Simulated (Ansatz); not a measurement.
# MoS2 (P-3m1) in Ansatz: settings compared, part 2 of 3

Ansatz 0.2.0. Earlier steps stand in the parts before.

## Step 3: Single point, PBE+U, collinear spin, ferrimagnetic start (another cell of the same crystal, with 6 atoms)

File input.yaml:

```yaml
crystal:
  lattice:
    - [1.78197338, 3.08646843, 0.0]
    - [-5.34592014, 3.08646843, 0.0]
    - [0.0, 0.0, 5.74938582]
  atoms:
    - { symbol: Mo, position: [0.0, 0.0, 0.0], spin: 1.0 }
    - { symbol: Mo, position: [0.5, 0.5, 0.0], spin: -0.5 }
    - { symbol: S, position: [0.5, 0.1666666667, 0.252] }
    - { symbol: S, position: [0.0, 0.6666666667, 0.252] }
    - { symbol: S, position: [0.5, 0.8333333333, 0.748] }
    - { symbol: S, position: [0.0, 0.3333333333, 0.748] }
hamiltonian:
  xc: pbe
  pseudopotentials: { kind: paw }
  hubbard: { sites: [{ species: Mo, l: d, u_eff: 6.0 }] }
magnetization:
  spin_polarized: true
kpoints:
  mp_grid: { grid: [5, 3, 4] }
scf:
  occupations: { method: gaussian, width: 0.05 }
output:
  forces: true
  stress: true
  eigenvalues: true
  write_density: true
  write_potential: true
  elf: true
  volumetric_format: npy
```

Potentials or basis: Ansatz PAW.

Launch:

```console
$ ansatz run input.yaml --threads 2 --pin off --max-ram 5632MiB --backend cpu --events-out ev --progress --plain --runs-dir out
```

Log:

```text
Warning: RAYON_NUM_THREADS=2 ignored (pool sized by the plan → 2); use --threads N
Mo: projections on atomic orbitals take those of the free atom [Ar 3d10] 4s2 4p6 4d5 5s1, of charge +0.00 (hamiltonian.pseudopotentials.projection_atoms); the dataset's partial waves leave at most 6.0e-6 of an orbital's norm unspanned inside its sphere
S: projections on atomic orbitals take those of the free atom [Ne] 3s2 3p4, of charge +0.00 (hamiltonian.pseudopotentials.projection_atoms); the dataset's partial waves leave at most 1.6e-7 of an orbital's norm unspanned inside its sphere
Engine: ansatz 0.2.0, x86_64-unknown-linux-gnu
Pseudopotentials: kind: paw
Pseudopotential: Mo, paw, valence charge 14, recommended cutoff 420 eV (normal), Mo.paw.azcp
Pseudopotential: S, paw, valence charge 6, recommended cutoff 420 eV (normal), S.paw.azcp
Functional definition: PBE
  parameter kappa = 0.804
  parameter beta = 0.06672455060314922
  exchange = pbe_x(kappa = kappa, mu = beta*pi^2/3)
  correlation = pbe_c(beta = beta)
Crystal: 6 atoms, lattice volume = 126.487 Å³
Basis set: ecut = 420 eV, 2481 PW (Γ), exchange–correlation on 48×90×80 points (8 copies of the dense FFT grid, shifted against one another)
Bands: 33, of which v1, the nominal top of the filled ones, is band 26 counted from 1 (25 counted from 0)
Symmetry: 4 space group operations
Space group: P2/m (ITA 10), of the structure as read, at distance tolerance 5.0e-5 Å
Magnetic group: BNS 10.42 (UNI 49), of the structure as read, at distance tolerance 5.0e-5 Å
k-points: 21 of 60
Non-local potential: Mo, projectors of the file, l = 0: 3, l = 1: 2, l = 2: 2, l = 3: 1
Non-local potential: S, projectors of the file, l = 0: 2, l = 1: 2, l = 2: 2
PAW form: soft (Blöchl's): semilocal exchange-correlation on the pseudo side does not see the compensation charge
PAW one-centre angular grid: Mo, 590 points (default); XC on 64 Gauss nodes
PAW one-centre angular grid: S, 110 points (default); XC on 64 Gauss nodes
Initial density: superposition of atomic densities (chi_scale 0.1, normalization cell)
Starting moments: Σ|m| = 1.5 μB on 2 of 6 sites
Initial wavefunctions: pseudopotential atomic-orbital guess
Functional: x = pbe(κ = 0.804, μ = 0.2195149727645171), c = pbe(β = 0.06672455060314922)
SCF iter   1: F=—  HF=-13512.416056 eV  |F-HF|=—  |Δ(HF+E_count)|=         —  Δρ=4.79e-2 (↑4.79e-2 ↓4.79e-2)  dr2=2.13e1  dr2_m=1.69e-1  M=0.750 μB ∫|m|=2.466 μB  β_m=1.00  ethr=3.10e-3  ⟨swp⟩=6.2  Hψ=5646  notcnv=0
preconditioner: auto → Kerker (q_TF=auto, 2.353 Å⁻¹)  [metal: Δε(μ)=0.006 eV  Ē_g=7.986 eV  σ=0.050 eV  W_gap=0.07  n_scr=34 (ndim 8)  ℏωp=19.8 eV  f_vac=0.002  D(μ)=5.25/eV (n_scr^D=42)]
spin=Collinear: Kerker preconditioning applied to the charge; magnetization (m = ρ↑ − ρ↓) channel mixes plain (no charge-response kernel on spin).
SCF iter   2: F=—  HF=-13510.036707 eV  |F-HF|=—  |Δ(HF+E_count)|=    2.38e0  Δρ=2.96e-2 (↑2.96e-2 ↓2.77e-2)  dr2=6.13e0  dr2_m=1.59e-1  M=0.811 μB ∫|m|=3.507 μB  β_m=1.00  ethr=3.10e-3  ⟨swp⟩=3.0  Hψ=3044  notcnv=0  defer=71
SCF iter   3: F=—  HF=-13509.913619 eV  |F-HF|=—  |Δ(HF+E_count)|=   1.23e-1  Δρ=1.96e-2 (↑1.62e-2 ↓1.96e-2)  dr2=1.28e0  dr2_m=1.92e-1  M=0.710 μB ∫|m|=4.467 μB  β_m=1.00  ethr=3.10e-3  ⟨swp⟩=3.0  Hψ=3132  notcnv=0  defer=59
SCF iter   4: F=—  HF=-13510.566983 eV  |F-HF|=—  |Δ(HF+E_count)|=   6.53e-1  Δρ=1.01e-2 (↑1.01e-2 ↓8.17e-3)  dr2=2.89e-1  dr2_m=2.62e-2  M=0.929 μB ∫|m|=4.858 μB  β_m=1.00  ethr=2.45e-3  ⟨swp⟩=3.0  Hψ=2294  notcnv=0  defer=57
SCF iter   5: F=—  HF=-13511.215328 eV  |F-HF|=—  |Δ(HF+E_count)|=   6.48e-1  Δρ=9.81e-3 (↑9.81e-3 ↓8.86e-3)  dr2=8.23e-1  dr2_m=3.00e-3  M=0.889 μB ∫|m|=5.009 μB  β_m=0.30  ethr=5.55e-4  ⟨swp⟩=3.8  Hψ=3084  notcnv=0  defer=62
[... 64 lines left out ...]
SCF iter  64: F=-13512.219240 eV  HF=-13512.219240 eV  |F-HF|=5.68e-8  |Δ(HF+E_count)|=   5.21e-8  Δρ=3.16e-6 (↑2.26e-6 ↓3.16e-6)  dr2=7.52e-8  dr2_m=1.79e-9  M=0.000 μB ∫|m|=6.037 μB  ethr=1.50e-10  ⟨swp⟩=12.4  Hψ=9192  notcnv=0
SCF 1 converged in 64 iterations: F = -13512.219240 eV  dr2 = 7.52e-8
WARN: an SCF from ferromagnetic starting moments (-2.46, -2.46, 0.00, 0.00, 0.00, 0.00 Bohr magnetons, atom by atom) was not made, by what the run has read of turns of its moments that order reads lower: the deck asks for what bars it, or types moments that do (magnetization.spin_polarized, in the input reference, names some of the keys), or the run goes by scf.lower_state_search: light, the default, which as a rule tries one only behind a close that has lost an order of both signs, or on which an open d or half-filled 4f shell of a PAW file has lost a moment that was set nearer to Hund's than to what is left; or, under a Hubbard U, one that names an f shell that the input leaves bare beside given moments, or a larger moment for a shell of low spin that is given one. standard, with a start from the atoms, tries one behind each close (in a relaxation, ahead of its steps or at their end). To set out from that order, type those moments (crystal.atoms[].spin; where shells were raised to Hund's moment, beside crystal.symmetry.detect: false) under scf.lower_state_search: light. The bands of the close that named these starting moments, or of the one ahead of a search that led to it (under cold or Methfessel-Paxton smearing those of the Gaussian ahead of it) read a cost of -134.29 meV for the turn to them, carried on from a small turn (-134.29 by the pairs of d shells alone)
SCF converged after 64 iterations
Magnetization: 0.0001 μB (26.0000 up, 26.0000 down)
Absolute magnetization: 6.0363 μB (∫|ρ↑−ρ↓|, with the PAW one-centre terms)
Spin contamination: 3.0160 ħ² per cell (⟨S²⟩ above its minimum at these occupations)
Per-site moments (μB) at R_I (Å): [(2.0968200576926437, 1.0380796687726568), (-2.096808518211201, 1.038079668772657), (-0.03600335595285837, 1.038079668772657), (0.0360320499172933, 1.038079668772657), (-0.036003355952858355, 1.0380796687726568), (0.03603204991729355, 1.038079668772657)]
Free energy (F): -13512.219240 eV
Harris-Foulkes:  -13512.219240 eV  (|F-HF|=5.68e-8)
Internal energy: -13512.213822 eV  (E = F + TS)
E sigma→0 (E₀):  -13512.216531 eV
Entropy (-TS):   -0.005418 eV (-0.903 meV/atom)
Fermi energy:    7.575254 eV
--- Per-component energies (eV) ---
  E_band       = -426.405376
  E_kinetic    = 1303.025280
  E_local      = -3777.125205  (includes V_loc(G=0)·N_el)
  E_nonlocal   = 404.134668
  E_hartree    = 1383.725663
  E_xc         = -751.369466
  E_vxc        = -802.040707  (∫ρ·V_xc dr)
  E_hubbard    = 8.056602  (on-site DFT+U / exact-exchange correction)
  E_vhub       = -12.479606  (the Hubbard potential's part of the band-sum identity)
  E_paw        = -8805.237382  (= ΣΔE_a)
  E_vpaw       = -309.373098  (= ΣTr[D̂ρ^β])
  E_aug_tail   = 0.000099  (compensation charges beyond the density's cutoff)
  E_ewald      = -3277.424081
  E_smearing   = -0.005418  (= −TS)
  E_closure    = 0.000000  (closes the sum)
  Σ components = -13512.219240   (vs F -13512.219240, Δ=0.00e0)
--- Forces (eV/Å), atoms counted from 1 ---
  atom   1  Mo     0.00000000     0.00000000     0.00000000
  atom   2  Mo     0.00000000     0.00000000     0.00000000
  atom   3  S      0.08561202    -0.04942812     0.15695762
  atom   4  S      0.08553655    -0.04938455     0.15694771
  atom   5  S     -0.08561202     0.04942812    -0.15695762
  atom   6  S     -0.08553655     0.04938455    -0.15694771
  max |Σ_I F_I| component: 1.39e-17 eV/Å
--- Stress (GPa, compression-positive) ---
        1.071746       1.248213       0.446879
        1.248213       2.513058      -0.258006
        0.446879      -0.258006       0.515325
  P = ⅓ Tr σ = 1.3667 GPa (13.667 kbar)
--- Band table (eV; the first three rows and the last of 42) ---
  k-point 0 ↑: bands = ["-53.5993", "-51.9428", "-27.8350", "-27.7355", "-27.7141", "-25.9933", "-25.9010", "-25.8551", "-5.4177", "-4.0628", "-3.9075", "-3.8332", "1.9651", "2.1329", "3.8995", "3.9575", "4.6432", "4.7331", "5.1149", "5.5585", "6.1872", "6.1934", "6.3222", "6.4460", "7.6997", "7.7034", "7.8687", "10.9595", "11.0025", "11.2994", "12.4267", "12.4330", "12.6551"]
  k-point 1 ↑: bands = ["-53.5993", "-51.9428", "-27.8350", "-27.7355", "-27.7141", "-25.9933", "-25.9010", "-25.8551", "-5.2840", "-4.1331", "-4.0687", "-3.8115", "1.9757", "2.3809", "3.9566", "3.9824", "4.4723", "4.5998", "5.1968", "5.5762", "6.1425", "6.2919", "6.5015", "6.5294", "7.3992", "7.6114", "7.6141", "11.0141", "11.0161", "11.4747", "12.4027", "12.4782", "12.6866"]
  k-point 2 ↑: bands = ["-53.5993", "-51.9428", "-27.8350", "-27.7355", "-27.7141", "-25.9933", "-25.9011", "-25.8550", "-5.0849", "-4.3547", "-4.1764", "-3.7501", "1.9116", "2.7543", "3.9540", "3.9770", "4.4040", "4.5637", "5.3957", "5.6337", "5.7082", "6.1275", "6.6513", "6.8418", "7.1394", "7.5256", "7.5284", "10.9812", "11.0262", "11.6591", "12.3475", "12.5115", "12.6994"]
  k-point 20 ↓: bands = ["-53.5955", "-51.9393", "-27.8255", "-27.7856", "-27.7261", "-25.9873", "-25.9305", "-25.8911", "-4.1515", "-4.0976", "-4.0122", "-3.7946", "2.1235", "2.7491", "3.3443", "4.1803", "4.2882", "4.7106", "4.9949", "5.1817", "5.4869", "5.8456", "5.9181", "6.3853", "6.5399", "6.7713", "7.2962", "11.0199", "11.3745", "12.0777", "12.1107", "12.4732", "12.9588"]
Occupation matrices written to <dir>
```

Wall time 56 s (2 threads of Intel Xeon at 2.70GHz, shared host); peak memory 0.57 GiB.

Results:

| Quantity | Value |
| --- | --- |
| Free energy | -13512.2192 eV |
| Pressure | 1.4 GPa |
| Largest force | 0.185 eV/Å |
| Band gap on the k mesh | none (metal or under the smearing width) |
| Net moment | 0.00 μB per cell |
| Absolute moment | 6.04 μB per cell |
| Site moments | Mo +2.10, -2.10; S -0.04, +0.04 μB |

Forces in eV/Å, atoms in the order of the input:
```
Mo   0.000  0.000  0.000
Mo   0.000  0.000  0.000
S    0.086 -0.049  0.157
S    0.086 -0.049  0.157
S   -0.086  0.049 -0.157
S   -0.086  0.049 -0.157
```

Stress tensor (GPa, compression positive):
```
 1.07  1.25  0.45
 1.25  2.51 -0.26
 0.45 -0.26  0.52
```

Eigenvalues of the final occupation matrices:
```csv
site,spin,trace,eigenvalues
site 1,1,3.80,0.48 0.50 0.93 0.94 0.97
site 1,2,0.96,0.08 0.08 0.09 0.35 0.36
site 2,1,0.96,0.08 0.08 0.09 0.35 0.36
site 2,2,3.80,0.48 0.50 0.93 0.94 0.97
```

Caveat: the magnetic or orbital state may not be the lowest; this functional lacks dispersion, which binds the layers, so the pressure and a relaxed spacing across them are unreliable. The state reached can hang on the start; a lower one may exist.

[end of part 2 of 3]
